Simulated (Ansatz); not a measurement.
Mg2Sn

Method: r²SCAN, scalar-relativistic; no spin polarisation; PAW, 500 eV, Γ-centred 8×8×8 mesh, 0.05 eV Gaussian smearing; code Ansatz; PAW files: Ansatz's generated set soft_2.

```
Mg Sn
1.0
     0.00000    3.38050    3.38050
     3.38050    0.00000    3.38050
     3.38050    3.38050    0.00000
Mg Sn
2 1
Cartesian
  1.6902 1.6902 1.6902
  5.0707 5.0707 5.0707
  0.0000 0.0000 0.0000
```

The chain of runs began from a cell as deposited in COD, expanded in volume.

```
Space group                                           : Fm-3m (No. 225)
Volume                                                : 25.75 Å³/atom
Band gap                                              : 0.20 eV
Smallest direct gap                                   : 2.01 eV
Bader charges                                         : Mg 1.52; Sn -3.03 e
Formation energy from the elements (0 K, uncorrected) : -0.30 eV/atom (from white tin)
```

**What was measured.** A cell as deposited of cubic Mg2Sn (space group Fm-3m), temperature not stated, from the Crystallography Open Database (1963), has a = 6.765 Å and 25.80 Å³/atom.

**Comparison.** The computed cell (6.761 Å, 25.75 Å³/atom) differs from the database's by −0.2 % in volume, about −0.1 % in length. Agreement this close is partly luck: the calculation is for a static lattice, the crystal has zero-point motion and thermal expansion.
